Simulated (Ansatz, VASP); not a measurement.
**Cross-check of BN between VASP and Ansatz**

One calculation is typed for both programs; each brings its own data sets and cutoff. How far apart do they land? The cell is taken from a series of VASP runs on this material, whose earlier steps may have relaxed, scaled or displaced it; both programs get it as it stands.

Program: Ansatz 0.2.0. Level of theory: plane waves, with VASP 6.6.1 beside it; band structure at PBE0. Results are calculated unless marked as measured.

### 1. Starting point

The structure is hexagonal, space group P6_3/mmc (No. 194). The conventional cell has a = 2.504 Å, b = 2.504 Å, c = 6.661 Å, α = 90.00°, β = 90.00°, γ = 120.00°. N has 3 B at 1.45 Å nearest. B has 3 N at 1.45 Å nearest. Farther neighbours and most contacts between anions are not listed.

### 2. Ansatz: band structure, PBE0

Ansatz runs on its default PAW (the set named soft_2) files.

Levels along a path test the potential and the projectors away from the mesh points.

input.yaml reads:

```yaml
crystal:
  lattice:
    - [2.50399, 0.0, 0.0]
    - [-1.251995, 2.1685189508, 0.0]
    - [0.0, 0.0, 6.6612]
  atoms:
    - { symbol: "N", position: [0.6666666667, 0.3333333333, 0.25] }
    - { symbol: "N", position: [0.3333333333, 0.6666666667, 0.75] }
    - { symbol: B, position: [0.6666666667, 0.3333333333, 0.75] }
    - { symbol: B, position: [0.3333333333, 0.6666666667, 0.25] }
hamiltonian:
  xc: pbe0
  pseudopotentials: { kind: paw }
kpoints:
  mp_grid: { grid: [7, 7, 2] }
  band_path:
    path:
      - [0.0, 0.0, 0.0]
      - [0.44444, 0.0, 0.0]
      - [0.5, 0.0, 0.0]
      - [0.38889, 0.22222, 0.0]
      - [0.2963, 0.2963, 0.0]
      - [0.18519, 0.18519, 0.0]
      - [0.0, 0.0, 0.11111]
      - [0.0, 0.0, 0.5]
      - [0.44444, 0.0, 0.5]
      - [0.38889, 0.22222, 0.5]
      - [0.18519, 0.18519, 0.5]
      - [0.5, 0.0, 0.38889]
      - [0.33333, 0.33333, 0.0]
      - [0.33333, 0.33333, 0.5]
    npoints: 1
scf:
  occupations: { method: gaussian, width: 0.03 }
  n_extra_bands: 8
output:
  forces: true
  stress: true
  eigenvalues: true
```

The run is started by

```console
$ ansatz run input.yaml --threads 4 --pin off --max-ram 9216MiB --backend cpu --events-out ev --progress --plain --runs-dir out
```

Numbers of over 12 decimals in the logs are rounded to 6 here.

The log of the run:

```text
Warning: output.stress: scf.convergence.dr2_threshold = 1e-7 eV (the SCF's general default) is looser than the 4e-10 eV advised for a printed stress (1e-10 eV for each atom of the cell: 4). What an SCF threshold leaves in a stress goes as its square root, and in the free energy as the threshold itself, and one threshold admits the most on a small cell: [figures from the program's tests cut] Set scf.convergence.dr2_threshold to 4e-10 eV or tighter. The threshold is an SCF's pass mark: one that does not reach it within its budget of iterations ends unconverged, or closes short of it on a stop that the run arms, and scf.convergence.dr2_threshold's page says what that costs each kind of run
Warning: output.stress: scf.exx.energy_threshold = 1e-6 eV is looser than the 4e-8 eV advised for a stress under a hybrid functional (1e-8 eV for each atom of the cell: 4). Every SCF of the exchange loop can meet its threshold on dr2 while the loop round them stops early: no threshold on dr2 bounds what that leaves in the stress. Set scf.exx.energy_threshold to 4e-8 eV or tighter. The threshold is the loop's pass mark: a loop that does not reach it within its budget of cycles ends unconverged, and scf.exx.energy_threshold's page has the law
scf.n_extra_bands = 8 over 8 filled bands (N_el = 16.0): the run solves 16 bands
Engine: ansatz 0.2.0, aarch64-unknown-linux-gnu
Pseudopotentials: kind: paw
Pseudopotential: N, paw, valence charge 5, recommended cutoff 420 eV (normal), N.paw.azcp
Pseudopotential: B, paw, valence charge 3, recommended cutoff 420 eV (normal), B.paw.azcp
Functional definition: PBE0
  parameter a = 0.25
  parameter kappa = 0.804
  parameter beta = 0.066725
  exchange = (1 - a)*pbe_x(kappa = kappa, mu = beta*pi^2/3) + a*exact_x
  correlation = pbe_c(beta = beta)
Crystal: 4 atoms, lattice volume = 36.170 Å³
Basis set: ecut = 420 eV, 713 PW (Γ), exchange–correlation on 36×36×90 points (8 copies of the dense FFT grid, shifted against one another)
Bands: 16, of which v1, the nominal top of the filled ones, is band 8 counted from 1 (7 counted from 0)
Symmetry: 24 space group operations
Space group: P63/mmc (ITA 194), of the structure as read, at distance tolerance 3.3e-5 Å
k-points: 16 of 98
Non-local potential: N, projectors of the file, l = 0: 2, l = 1: 2, l = 2: 1
Non-local potential: B, projectors of the file, l = 0: 2, l = 1: 2, l = 2: 1
PAW form: soft (Blöchl's): semilocal exchange-correlation on the pseudo side does not see the compensation charge
PAW frozen core: N, regenerated for the run's functional, and the local potential with it (the file was generated under x = pbe(κ = 0.804, μ = 0.219515), c = pbe(β = 0.066725))
PAW frozen core: B, regenerated for the run's functional, and the local potential with it (the file was generated under x = pbe(κ = 0.804, μ = 0.219515), c = pbe(β = 0.066725))
PAW one-centre angular grid: N, 110 points (default); XC on 64 Gauss nodes
PAW one-centre angular grid: B, 110 points (default); XC on 64 Gauss nodes
Initial density: superposition of atomic densities (neutral atoms: chi_scale 0, normalization atom), corrected by the library's trained network
Initial wavefunctions: pseudopotential atomic-orbital guess
Functional: x = pbe(κ = 0.804, μ = 0.219515), c = pbe(β = 0.066725), warm-up for x = 0.75 pbe(κ = 0.804, μ = 0.219515) + 0.25 exact, c = pbe(β = 0.066725)
SCF iter   1: F=—  HF=-1084.804175 eV  |F-HF|=—  |Δ(HF+E_count)|=         —  Δρ=1.54e-3  dr2=2.40e-4  ethr=1.77e-3  ⟨swp⟩=2.2  Hψ=1746  notcnv=0
preconditioner: auto → none  [insulator: Δε(μ)=4.486 eV  Ē_g=18.647 eV  σ=0.030 eV  W_gap=1.00  n_scr=4 (ndim 8)  ℏωp=24.7 eV  f_vac=0.023  D(μ)=0.00/eV (n_scr^D=0)]
SCF iter   2: F=-1084.805527 eV  HF=-1084.805169 eV  |F-HF|=3.57e-4  |Δ(HF+E_count)|=   9.94e-4  Δρ=7.38e-4  dr2=3.95e-5  ethr=1.50e-6  ⟨swp⟩=3.2  Hψ=507  notcnv=0
SCF 1 stopped early in 2 iterations: F = -1084.805527 eV  dr2 = 3.95e-5
  greatest PAW one-centre occupation: 0.797 electrons in one spin orbital (limit 2), on the N atom at site 1 (counted from 0), in its partial waves of l = 0
Initial density: handed on by an earlier stage of this run
Initial wavefunctions: those handed on with the density
Functional: x = 0.75 pbe(κ = 0.804, μ = 0.219515) + 0.25 exact, c = pbe(β = 0.066725)
Frozen-core exchange: fock
SCF iter   1: F=—  HF=-1085.259635 eV  |F-HF|=—  |Δ(HF+E_count)|=         —  Δρ=7.53e-3  dr2=1.36e-2  ethr=2.47e-6  ⟨swp⟩=7.1  Hψ=1279  notcnv=0
preconditioner: auto → none  [insulator: Δε(μ)=6.583 eV  Ē_g=21.830 eV  σ=0.030 eV  W_gap=1.00  n_scr=4 (ndim 8)  ℏωp=24.7 eV  f_vac=0.022  D(μ)=0.00/eV (n_scr^D=0)]
SCF iter   2: F=—  HF=-1085.255105 eV  |F-HF|=—  |Δ(HF+E_count)|=   4.53e-3  Δρ=3.52e-3  dr2=2.85e-3  ethr=2.47e-6  ⟨swp⟩=3.6  Hψ=653  notcnv=0
SCF iter   3: F=—  HF=-1085.262357 eV  |F-HF|=—  |Δ(HF+E_count)|=   7.25e-3  Δρ=1.92e-3  dr2=1.20e-3  ethr=2.47e-6  ⟨swp⟩=3.4  Hψ=580  notcnv=0  defer=1
iter 4 solved again at ethr=8.31e-8 eV; its pass at ethr=2.47e-6 eV (dr2=1.33e-5 eV) is discarded
SCF iter   4: F=—  HF=-1085.262003 eV  |F-HF|=—  |Δ(HF+E_count)|=   3.54e-4  Δρ=2.70e-4  dr2=5.89e-5  ethr=8.31e-8  ⟨swp⟩=2.0  Hψ=930  notcnv=0
SCF iter   5: F=—  HF=-1085.262208 eV  |F-HF|=—  |Δ(HF+E_count)|=   2.05e-4  Δρ=3.34e-4  dr2=3.46e-5  ethr=8.31e-8  ⟨swp⟩=3.2  Hψ=496  notcnv=0  defer=1
SCF iter   6: F=-1085.262199 eV  HF=-1085.262199 eV  |F-HF|=4.32e-8  |Δ(HF+E_count)|=   8.90e-6  Δρ=4.08e-5  dr2=3.05e-6  ethr=8.31e-8  ⟨swp⟩=3.1  Hψ=462  notcnv=0
SCF 2 stopped early in 6 iterations: F = -1085.262199 eV  dr2 = 3.05e-6
  greatest PAW one-centre occupation: 0.799 electrons in one spin orbital (limit 2), on the N atom at site 1 (counted from 0), in its partial waves of l = 0
hybrid outer 1: dexx = +8.556e-3 eV, tail = 2.02e-5 eV
Frozen-core exchange: fock
SCF iter   1: F=—  HF=-1085.262315 eV  |F-HF|=—  |Δ(HF+E_count)|=         —  Δρ=7.22e-5  dr2=1.27e-6  ethr=6.30e-7  ⟨swp⟩=4.4  Hψ=671  notcnv=0
preconditioner: auto → none  [insulator: Δε(μ)=6.593 eV  Ē_g=21.827 eV  σ=0.030 eV  W_gap=1.00  n_scr=4 (ndim 8)  ℏωp=24.7 eV  f_vac=0.022  D(μ)=0.00/eV (n_scr^D=0)]
SCF iter   2: F=—  HF=-1085.262315 eV  |F-HF|=—  |Δ(HF+E_count)|=   2.83e-7  Δρ=1.45e-5  dr2=1.51e-7  ethr=6.89e-9  ⟨swp⟩=3.0  Hψ=474  notcnv=0
SCF iter   3: F=—  HF=-1085.262315 eV  |F-HF|=—  |Δ(HF+E_count)|=   4.63e-7  Δρ=1.17e-5  dr2=2.62e-8  ethr=1.29e-10  ⟨swp⟩=3.8  Hψ=624  notcnv=0  defer=1
SCF iter   4: F=-1085.262315 eV  HF=-1085.262315 eV  |F-HF|=4.72e-10  |Δ(HF+E_count)|=   3.02e-8  Δρ=3.20e-6  dr2=1.13e-9  ethr=1.29e-10  ⟨swp⟩=3.0  Hψ=457  notcnv=0  defer=1
SCF 3 converged in 4 iterations: F = -1085.262315 eV  dr2 = 1.13e-9
  Residual-converged pass: ⟨swp⟩=3.0  Hψ=444  notcnv=0  max |occ|·‖R‖ = 2.4e-6 eV (tolerance 2.4e-6 eV)  dr2=1.11e-9  dr2_onsite=9.49e-11  max |Δocc| = 0.0e0
hybrid outer 2: dexx = +6.618e-7 eV, tail = 8.55e-9 eV, Δε = 2.65e-3 eV (about 6.61e-5 eV left of the loop's levels)
NSCF: frozen V_eff on 14 k-points
hybrid SCF converged: 2 outer / 10 inner (+2 warm-up), last move |dexx| = 6.62e-7 eV, tail = 8.55e-9 eV
Stability not checked: this state was not tested for a lower state beside it, because the functional holds exact exchange (a hybrid, or Hartree-Fock), whose exchange loop this test does not read (fock_operator; see scf.lower_state_search)
Free energy (F): -1085.262315 eV
Frozen-core exchange: fock
Harris-Foulkes:  -1085.262315 eV  (|F-HF|=4.72e-10)
Internal energy: -1085.262315 eV  (E = F + TS)
E sigma→0 (E₀):  -1085.262315 eV
Fermi energy:    6.785762 eV
--- Per-component energies (eV) ---
  E_band       = -70.035114
  E_kinetic    = 366.979825
  E_local      = -694.599533  (includes V_loc(G=0)·N_el)
  E_nonlocal   = 113.739784
  E_hartree    = 225.064253
  E_xc         = -142.946569
  E_vxc        = -177.250555  (∫ρ·V_xc dr)
  E_exx        = -45.418920  (= α·E_x^exact, valence–valence)
  E_paw        = -410.137705  (= ΣΔE_a)
  E_vpaw       = -38.195212  (= ΣTr[D̂ρ^β])
  E_aug_tail   = 0.000203  (compensation charges beyond the density's cutoff)
  E_ewald      = -497.875223
  E_core_change = -0.068429  (= ΣΔE_core)
  E_smearing   = -0.000000  (= −TS)
  E_closure    = -0.000000  (closes the sum)
  Σ components = -1085.262315   (vs F -1085.262315, Δ=2.27e-13)
--- Forces (eV/Å), atoms counted from 1 ---
  atom   1  N     -0.00000000     0.00000000    -0.00000000
  atom   2  N     -0.00000000    -0.00000000     0.00000000
  atom   3  B      0.00000000     0.00000000    -0.00000000
  atom   4  B      0.00000000    -0.00000000     0.00000000
  max |Σ_I F_I| component: 4.63e-17 eV/Å
--- Stress (GPa, compression-positive) ---
       -3.727630       0.000000      -0.000000
        0.000000      -3.727630       0.000000
       -0.000000       0.000000       2.185746
  P = ⅓ Tr σ = -1.7565 GPa (-17.565 kbar)
--- Band table (eV; the first three rows and the last of 16) ---
  k-point 0: bands = [... 4 lower, 1.9226, 1.9226, 1.9622, 1.9622, 10.6498, 16.2648, 17.6081, 17.6081, ... 4 higher]
  k-point 1: bands = [... 4 lower, 1.9425, 1.9425, 1.9425, 1.9425, 13.2006, 13.2006, 17.6759, 17.6759, ... 4 higher]
  k-point 2: bands = [... 4 lower, 0.2782, 0.3197, 1.1775, 1.2276, 11.3507, 15.9748, 17.0949, 17.5312, ... 4 higher]
  k-point 15: bands = [... 4 lower, -3.8039, -3.8039, 3.1037, 3.1037, 10.6599, 10.6599, 17.8347, 17.8347, ... 4 higher]
```

Elapsed: 20 s, on 4 threads of Arm Neoverse V1, shared host; peak memory 0.6 GiB.

In the SCF lines HF is the Harris–Foulkes energy and dr2 the Hartree energy of the density residual, in eV; the loop may stop once dr2 is under the threshold and the program's other checks hold. Hψ counts applications of the Hamiltonian.

(Continued in part 2 of 2.)

[Lines on the potential files, build, host, timing and source positions are cut from VASP's logs without a mark.]

[Logs are printed without paths, hosts, clocks, repeated set-up lines and the standing remarks that a program may print on its own settings, such as how far it seeks lower states.]

[Hosts, paths, dates, database ids (printed as entryN), source tags and the programs' standing remarks are cut or masked in the printed files.]
